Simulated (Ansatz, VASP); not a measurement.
# Cross-check of H15C19 (C wire along [111], 38 atoms a period, H-terminated) between VASP and Ansatz, part 2 of 2

Wanted: the spread between two codes on one cell, functional and k mesh. The structure shown is the end of the Ansatz relaxation below.

VASP 6.6.1 and Ansatz 0.2.0.

So far: Set-up; Ansatz: relaxation, PBE.

### Step 3. VASP: single point, PBE

Level of this step: PBE; plane waves and PAW (C, H) (VASP).

The same cell, functional, mesh and smearing now go to VASP, with its own data sets.

Lines of VASP's logs that name or quote its potential files are left out, and so is its time.

The input, INCAR:

```
SYSTEM = H15C19
PREC = Accurate
ENCUT = 600
EDIFF = 1E-06
NELM = 120
ISMEAR = -1
SIGMA = 0.05
LREAL = Auto
ALGO = Normal
GGA = PE
NBANDS = 144
LORBIT = 11
LWAVE = .FALSE.
LCHARG = .FALSE.
ISIF = 2
LASPH = .TRUE.
GGA_COMPAT = .FALSE.
EFERMI = MIDGAP
KPAR = 4
```

The input, POSCAR:

```
H15C19
1.0
   13.6780000000      0.0000000000      0.0000000000
    0.0000000000     14.7420000000      0.0000000000
    0.0000000000      0.0000000000      6.2911531085
C H
38 30
Direct
    0.4075749885      0.3530257180      0.0032113037
    0.4999888419      0.4999890392      0.9984387012
    0.5924026952      0.3530257180      0.0032113037
    0.6833705158      0.4992152400      0.0032141770
    0.3166071679      0.5007629068      0.2467858230
    0.4090205958      0.3522509564      0.2467837996
    0.4075749885      0.6469524288      0.2467886963
    0.4999888419      0.4999891076      0.2515612988
    0.5909570879      0.3522509564      0.2467837996
    0.5924026952      0.6469524288      0.2467886963
    0.6833705158      0.5007629068      0.2467858230
    0.3164017611      0.5983327150      0.3313942296
    0.4067064569      0.4500204236      0.3344581403
    0.4999888419      0.5999286241      0.3344614697
    0.4999888419      0.3033016788      0.3313902329
    0.5932712268      0.4500204236      0.3344581403
    0.6835759226      0.5983327150      0.3313942296
    0.3151213105      0.5990197954      0.5743435028
    0.4063262633      0.4498158943      0.5839196651
    0.4999888419      0.6003350212      0.5839215955
    0.4999888419      0.3019290699      0.5743401326
    0.5936514204      0.4498158943      0.5839196651
    0.6848563732      0.5990197954      0.5743435028
    0.3151213105      0.4009583514      0.6756564972
    0.4063262633      0.5501622525      0.6660803349
    0.4999888419      0.3996431256      0.6660784045
    0.4999888419      0.6980490769      0.6756598674
    0.5936514204      0.5501622525      0.6660803349
    0.6848563732      0.4009583514      0.6756564972
    0.3164017611      0.4016454318      0.9186057704
    0.4067064569      0.5499577232      0.9155418597
    0.4999888419      0.4000495227      0.9155385303
    0.4999888419      0.6966764680      0.9186097671
    0.5932712268      0.5499577232      0.9155418597
    0.6835759226      0.4016454318      0.9186057704
    0.3166071679      0.4992152400      0.0032141770
    0.4090205958      0.6477271904      0.0032162004
    0.5909570879      0.6477271904      0.0032162004
    0.2506311845      0.6335624092      0.2714512131
    0.4999888419      0.2328383954      0.2714464264
    0.7493464992      0.6335624092      0.2714512131
    0.2496781189      0.4658322663      0.3006585558
    0.3429519186      0.3159392208      0.3006603138
    0.4067156811      0.7181962922      0.3006651919
    0.5932620026      0.7181962922      0.3006651919
    0.6570257651      0.3159392208      0.3006603138
    0.7502995648      0.4658322663      0.3006585558
    0.2475119035      0.4330223354      0.6194997171
    0.3112507288      0.3305998392      0.6195043736
    0.4362542280      0.7363412120      0.6195058038
    0.5637234557      0.7363412120      0.6195058038
    0.6887269549      0.3305998392      0.6195043736
    0.7524657802      0.4330223354      0.6194997171
    0.2475119035      0.5669558114      0.6305002829
    0.3112507288      0.6693783076      0.6304956264
    0.4362542280      0.2636369348      0.6304941962
    0.5637234557      0.2636369348      0.6304941962
    0.6887269549      0.6693783076      0.6304956264
    0.7524657802      0.5669558114      0.6305002829
    0.2496781189      0.5341458805      0.9493414442
    0.3429519186      0.6840389260      0.9493396862
    0.4067156811      0.2817818546      0.9493348081
    0.5932620026      0.2817818546      0.9493348081
    0.6570257651      0.6840389260      0.9493396862
    0.7502995648      0.5341458805      0.9493414442
    0.2506311845      0.3664157376      0.9785487869
    0.4999888419      0.7671397514      0.9785535736
    0.7493464992      0.3664157376      0.9785487869
```

The input, KPOINTS:

```
Automatic mesh
0
Gamma
1 1 13
0 0 0
```

The projector-augmented-wave data sets are C and H (PBE family, release 64).

The run is started by

```
mpirun -np 8 vasp_std
```

Numbers of over 12 decimals in the logs are rounded to 6 here.

Output:

```text
[banner, memory and clock lines left out]
running    8 mpi-ranks, on    1 nodes
[...]
|                                                                             |
|           W    W    AA    RRRRR   N    N  II  N    N   GGGG   !!!           |
|           W    W   A  A   R    R  NN   N  II  NN   N  G    G  !!!           |
|           W    W  A    A  R    R  N N  N  II  N N  N  G       !!!           |
|           W WW W  AAAAAA  RRRRR   N  N N  II  N  N N  G  GGG   !            |
|           WW  WW  A    A  R   R   N   NN  II  N   NN  G    G                |
|           W    W  A    A  R    R  N    N  II  N    N   GGGG   !!!           |
|                                                                             |
|     For optimal performance we recommend to set                             |
|       NCORE = 2 up to number-of-cores-per-socket                            |
|     NCORE specifies how many cores store one orbital (NPAR=cpu/NCORE).      |
|     This setting can greatly improve the performance of VASP for DFT.       |
|     The default, NCORE=1 might be grossly inefficient on modern             |
|     multi-core architectures or massively parallel machines. Do your        |
|     Unfortunately you need to use the default for GW and RPA                |
|     calculations (for HF NCORE is supported but not extensively tested      |
|     yet).                                                                   |
|                                                                             |

 LDA part: xc-table for (Slater+PW92), standard interpolation
 POSCAR, INCAR and KPOINTS ok, starting setup
[...]
entering main loop
       N       E                     dE             d eps       ncg     rms          rms(c)
DAV:   1     0.137847391727E+04    0.13785E+04   -0.77755E+04  2032   0.113E+03
DAV:   2    -0.256017978354E+03   -0.16345E+04   -0.15334E+04  2928   0.255E+02
DAV:   3    -0.480611110134E+03   -0.22459E+03   -0.22303E+03  2600   0.939E+01
DAV:   4    -0.487461306167E+03   -0.68502E+01   -0.68274E+01  2760   0.195E+01
[...]
DAV:  23    -0.455513613239E+03   -0.31863E-05   -0.34459E-07  1720   0.116E-03    0.410E-04
DAV:  24    -0.455513614257E+03   -0.10174E-05   -0.72228E-08  1736   0.595E-04    0.215E-04
DAV:  25    -0.455513614834E+03   -0.57701E-06   -0.53777E-08  1624   0.442E-04
   1 F= -.45551361E+03 E0= -.45551361E+03  d E =-.114652E-14
```

OUTCAR, selected parts (step 3):

```text
 POSITION                                       TOTAL-FORCE (eV/Angst)
 -----------------------------------------------------------------------------------
      5.57481      5.20431      0.02020         0.004338     -0.003390     -0.003284
      6.83885      7.37084      6.28133        -0.000000     -0.000333      0.002230
      8.10288      5.20431      0.02020        -0.004338     -0.003390     -0.003284
      9.34714      7.35943      0.02022         0.000959      0.005486     -0.003140
      4.33055      7.38225      1.55257        -0.000959     -0.005486      0.003140
      5.59458      5.19288      1.55255        -0.005695      0.002466      0.002856
      5.57481      9.53737      1.55259         0.004338      0.003390      0.003284
      6.83885      7.37084      1.58261        -0.000000      0.000333     -0.002230
      8.08311      5.19288      1.55255         0.005695      0.002466      0.002856
      8.10288      9.53737      1.55259        -0.004338      0.003390      0.003284
      9.34714      7.38225      1.55257         0.000959     -0.005486      0.003140
      4.32774      8.82062      2.08485         0.000738     -0.000060     -0.002593
      5.56293      6.63420      2.10413         0.002778      0.001931      0.003685
      6.83885      8.84415      2.10415        -0.000000     -0.004733      0.003433
[...]
-----------------------------------------------------------------------------------
    total drift:                               -0.000002      0.000001     -0.000000

  FREE ENERGIE OF THE ION-ELECTRON SYSTEM (eV)
  ---------------------------------------------------
  free  energy   TOTEN  =      -455.5136148336 eV

  energy  without entropy=     -455.5136148336  energy(sigma->0) =     -455.51361483

[... 2 further parts left out ...]
```

### Step 4. Side by side

Known differences besides the potentials themselves: the cutoff is 420 eV in Ansatz and 600 eV in VASP (PREC = Accurate, projectors in real space); Ansatz's pressure holds a Pulay correction, VASP's none. Total energies have different zeros and are not compared.

The two programs side by side:

| quantity | Ansatz | VASP | difference |
| --- | --- | --- | --- |
| pressure (GPa) | 0.00 | -0.02 | +0.02 |
| gap on the k mesh (eV) | 3.463 | 3.466 | -0.003 |

At this near-relaxed geometry the largest component of a force difference is 20 meV/Å. A gap on the mesh is an upper bound, since the band edges may lie between its points.

### Step 5. Outcome

```yaml
difference_in_gap_on_the_k_mesh_single_point_pbe: -0.0025 eV
r_m_s_force_difference_single_point_pbe: 8.0 meV/Å
```

What this shows: The r.m.s. force difference is 8.0 meV/Å (single point, PBE), within the 12 meV/Å picked in this series as the mark of a large difference. Such differences can come from data sets, numerical settings and the points named under the comparisons, not from the functional's error against experiment.

[Lines on the potential files, build, host, timing and source positions are cut from VASP's logs without a mark.]

[Logs are printed without paths, hosts, clocks, repeated set-up lines and the standing remarks that a program may print on its own settings, such as how far it seeks lower states.]

[Hosts, paths, dates, database ids (printed as entryN), source tags and the programs' standing remarks are cut or masked in the printed files.]
